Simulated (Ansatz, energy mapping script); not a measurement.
# VCl2O monolayer: energy mapping under PBE+U (4.16 eV), part 2 of 2

How strongly do the moments of VCl2O monolayer couple under PBE+U (4.16 eV)? The plan is to run several orders and fit a Heisenberg model.

PBE with U = 4.16 eV on V d, ortho-atomic projectors; plane waves, U on orthogonalised atomic orbitals unless named otherwise, collinear spin, no spin–orbit coupling.

So far. Step 9 (Run 6 (compensated +−; cell C, 8 atoms)): The run ends antiferromagnetic, 7.82 meV a magnetic atom above the parallel order of its cell. Step 10 (Order 7: parallel, cell D of 12 atoms): The run ends ferromagnetic. For each magnetic atom its energy differs from the parallel run of the first cell by 0.15 meV, an error that one common reference would have brought in.

## 11. Order 8: uncompensated ++−, cell D of 12 atoms

This order reverses 1.33 of the 2 neighbours at 3.50 Å, 1.33 of the 2 neighbours at 3.74 Å and 1.33 of the 4 neighbours at 5.12 Å, counted for an average magnetic atom.

The input, input.yaml:

```yaml
crystal:
  lattice:
    - [3.73957, 3.50306, 0.0]
    - [0.0, 10.50918, 0.0]
    - [0.0, 0.0, 18.309677]
  atoms:
    - { symbol: V, position: [0.062003, 0.979332333, 0.5], spin: 2.0 }
    - { symbol: V, position: [0.062003, 0.312665667, 0.5], spin: 2.0 }
    - { symbol: V, position: [0.062003, 0.645999, 0.5], spin: -2.0 }
    - { symbol: Cl, position: [0.004547, 0.165151, 0.409619] }
    - { symbol: Cl, position: [0.004547, 0.498484333, 0.409619] }
    - { symbol: Cl, position: [0.004547, 0.831817667, 0.409619] }
    - { symbol: Cl, position: [0.004547, 0.165151, 0.590381] }
    - { symbol: Cl, position: [0.004547, 0.498484333, 0.590381] }
    - { symbol: Cl, position: [0.004547, 0.831817667, 0.590381] }
    - { symbol: O, position: [0.513588, 0.828804, 0.5] }
    - { symbol: O, position: [0.513588, 0.162137333, 0.5] }
    - { symbol: O, position: [0.513588, 0.495470667, 0.5] }
magnetization:
  spin_polarized: true
kpoints:
  mp_grid: { grid: [7, 4, 1] }
hamiltonian:
  xc: pbe
  hubbard:
    sites:
      - { species: V, l: d, u_eff: 4.16 }
      - { site: 0, l: d, u_eff: 4.16, starting_ns: [{ spin: up, occupation_matrix: v1_major }, { spin: down, occupation_matrix: v1_minor }] }
      - { site: 1, l: d, u_eff: 4.16, starting_ns: [{ spin: up, occupation_matrix: v1_major }, { spin: down, occupation_matrix: v1_minor }] }
      - { site: 2, l: d, u_eff: 4.16, starting_ns: [{ spin: up, occupation_matrix: v1_minor }, { spin: down, occupation_matrix: v1_major }] }
    projectors: ortho-atomic
    occupation_matrices:
      v1_major:
        matrix:
          - [0.844, 0.0, 0.0, 0.266, 0.0]
          - [0.0, 0.31, 0.0, 0.0, 0.0]
          - [0.0, 0.0, 0.295, 0.0, 0.0]
          - [0.266, 0.0, 0.0, 0.522, 0.0]
          - [0.0, 0.0, 0.0, 0.0, 0.322]
      v1_minor:
        matrix:
          - [0.107, 0.0, 0.0, -0.11, 0.0]
          - [0.0, 0.187, 0.0, 0.0, 0.0]
          - [0.0, 0.0, 0.245, 0.0, 0.0]
          - [-0.11, 0.0, 0.0, 0.249, 0.0]
          - [0.0, 0.0, 0.0, 0.0, 0.19]
scf:
  occupations: { method: fermi_dirac, width: 0.03 }
output:
  eigenvalues: true
```

Run with:

```bash
$ ansatz run input.yaml --threads 4 --pin off --max-ram 8192MiB --backend cpu --events-out ev --progress --plain --runs-dir out
```

Run time: 52 s. Hardware: 4 threads of Arm Neoverse V2, shared host; peak memory 2.2 GiB.

The run ends ferrimagnetic, 5.53 meV a magnetic atom above the parallel order of its cell.

## 12. Order 9: parallel, cell E of 12 atoms

This run holds the same structure in another cell (a 5.124 → 11.219 Å, b 10.509 → 3.503 Å, γ 46.9 → 90.0°).

The input, input.yaml:

```yaml
crystal:
  lattice:
    - [11.21871, 0.0, 0.0]
    - [0.0, 3.50306, 0.0]
    - [0.0, 0.0, 18.309677]
  atoms:
    - { symbol: V, position: [0.020667667, 0.0, 0.5], spin: 2.0 }
    - { symbol: V, position: [0.354001, 0.0, 0.5], spin: 2.0 }
    - { symbol: V, position: [0.687334333, 0.0, 0.5], spin: 2.0 }
    - { symbol: Cl, position: [0.001515667, 0.5, 0.409619] }
    - { symbol: Cl, position: [0.334849, 0.5, 0.409619] }
    - { symbol: Cl, position: [0.668182333, 0.5, 0.409619] }
    - { symbol: Cl, position: [0.001515667, 0.5, 0.590381] }
    - { symbol: Cl, position: [0.334849, 0.5, 0.590381] }
    - { symbol: Cl, position: [0.668182333, 0.5, 0.590381] }
    - { symbol: O, position: [0.171196, 0.0, 0.5] }
    - { symbol: O, position: [0.504529333, 0.0, 0.5] }
    - { symbol: O, position: [0.837862667, 0.0, 0.5] }
magnetization:
  spin_polarized: true
kpoints:
  mp_grid: { grid: [3, 7, 1] }
hamiltonian:
  xc: pbe
  hubbard:
    sites:
      - { species: V, l: d, u_eff: 4.16 }
      - { site: 0, l: d, u_eff: 4.16, starting_ns: [{ spin: up, occupation_matrix: v1_major }, { spin: down, occupation_matrix: v1_minor }] }
      - { site: 1, l: d, u_eff: 4.16, starting_ns: [{ spin: up, occupation_matrix: v1_major }, { spin: down, occupation_matrix: v1_minor }] }
      - { site: 2, l: d, u_eff: 4.16, starting_ns: [{ spin: up, occupation_matrix: v1_major }, { spin: down, occupation_matrix: v1_minor }] }
    projectors: ortho-atomic
    occupation_matrices:
      v1_major:
        matrix:
          - [0.844, 0.0, 0.0, 0.266, 0.0]
          - [0.0, 0.31, 0.0, 0.0, 0.0]
          - [0.0, 0.0, 0.295, 0.0, 0.0]
          - [0.266, 0.0, 0.0, 0.522, 0.0]
          - [0.0, 0.0, 0.0, 0.0, 0.322]
      v1_minor:
        matrix:
          - [0.107, 0.0, 0.0, -0.11, 0.0]
          - [0.0, 0.187, 0.0, 0.0, 0.0]
          - [0.0, 0.0, 0.245, 0.0, 0.0]
          - [-0.11, 0.0, 0.0, 0.249, 0.0]
          - [0.0, 0.0, 0.0, 0.0, 0.19]
scf:
  occupations: { method: fermi_dirac, width: 0.03 }
output:
  eigenvalues: true
```

It took 25 s on 4 threads; peak memory 1.6 GiB; 94 s of CPU time.

The run ends ferromagnetic. For each magnetic atom its energy differs from the parallel run of the first cell by -0.11 meV, an error that one common reference would have brought in.

## 13. Order 10: uncompensated ++−, cell E of 12 atoms

This order reverses 0 of the 2 neighbours at 3.50 Å, 1.33 of the 2 neighbours at 3.74 Å and 2.67 of the 4 neighbours at 5.12 Å, counted for an average magnetic atom.

input.yaml, as its differences from that of step 12:

```diff
@@ -8,3 +8,3 @@
     - { symbol: V, position: [0.354001, 0.0, 0.5], spin: 2.0 }
-    - { symbol: V, position: [0.687334333, 0.0, 0.5], spin: 2.0 }
+    - { symbol: V, position: [0.687334333, 0.0, 0.5], spin: -2.0 }
     - { symbol: Cl, position: [0.001515667, 0.5, 0.409619] }
@@ -29,3 +29,3 @@
       - { site: 1, l: d, u_eff: 4.16, starting_ns: [{ spin: up, occupation_matrix: v1_major }, { spin: down, occupation_matrix: v1_minor }] }
-      - { site: 2, l: d, u_eff: 4.16, starting_ns: [{ spin: up, occupation_matrix: v1_major }, { spin: down, occupation_matrix: v1_minor }] }
+      - { site: 2, l: d, u_eff: 4.16, starting_ns: [{ spin: up, occupation_matrix: v1_minor }, { spin: down, occupation_matrix: v1_major }] }
     projectors: ortho-atomic
```

It took 29 s on 4 threads; peak memory 1.6 GiB.

The run ends ferrimagnetic, 4.47 meV a magnetic atom above the parallel order of its cell.

## 14. Mapping onto a Heisenberg model

Each energy difference is a sum of couplings weighted by the pairs that the order reverses. A few near shells are fitted to the differences by least squares. Energies are those extrapolated to zero occupation width, not the free energies F.

The orders that converged (zero: parallel moments in the same cell):

```csv
order,atoms,energy (meV a magnetic atom),moments (μB),moments kept as typed,"opposed neighbours at 3.50, 3.74, 5.12 Å"
parallel in cell A,8,0.00,0.85,yes,"0, 0, 0"
compensated +− in cell A,8,4.89,0.83,yes,"2, 0, 4"
parallel in cell B,8,0.00,0.85,yes,"0, 0, 0"
compensated +− in cell B,8,6.42,0.83,yes,"0, 2, 4"
parallel in cell C,8,0.00,0.85,yes,"0, 0, 0"
compensated +− in cell C,8,7.82,0.81,yes,"2, 2, 0"
parallel in cell D,12,0.00,0.85,yes,"0, 0, 0"
uncompensated ++− in cell D,12,5.53,0.81 to 0.83,yes,"1.33, 1.33, 1.33"
parallel in cell E,12,0.00,0.85,yes,"0, 0, 0"
uncompensated ++− in cell E,12,4.47,0.82 to 0.84,yes,"0, 1.33, 2.67"
```

Fitted to E = −Σ J e·e over ordered pairs of unit vectors (J > 0 favours parallel moments):

```csv
pair,distance (Å),neighbours,J (meV)
V–V,3.50,2,0.776
V–V,3.74,2,1.18
V–V,5.12,4,0.223
V–V,7.01,2,-0.105
```

These orders cannot tell some unfitted shells from fitted ones: the value at 3.74 Å holds J(3.74) + 2 J(7.94) and the value at 7.01 Å holds J(7.01) − J(7.94); other unfitted shells add to the values wholly or in part.

Adding the shell at 7.48 Å gives 0.79, 1.2, 0.22, -0.17 and 0.073 meV, an exact solve that tests nothing.

## 15. Outcome

- lowest order tried: parallel
- largest fitted value (a combination of shells), V–V at 3.74 Å: 1.18 meV

**Reading.** Of the orders tried, VCl2O monolayer prefers parallel moments under PBE+U (4.16 eV). The largest fitted value is 1.2 meV, at 3.74 Å. It is a combination of shells that these orders cannot split, so neither its size nor its sign can be laid on that pair alone. The orders also reverse pairs at 7.48 and 7.94 Å, which are not fitted, so the fitted values hold their part too. With 5 differences for 4 couplings the fit misses by 0.13 meV at most, a small part of the spread. In the fitted orders moments change by up to 4.9 % against the parallel run of the same cell, so their size stays put.

[Logs and program files are shortened in this print: banners, set-up blocks, solver, clock and traceback lines can be left out without a mark of their own.]

[Logs are printed without paths, hosts, clocks, repeated set-up lines and the standing remarks that a program may print on its own settings, such as how far it seeks lower states.]

[Hosts, paths, dates, database ids (printed as entryN), source tags and the programs' standing remarks are cut or masked in the printed files.]

[Where a cell is said to come from a database of computed structures, the database is the Materials Project.]
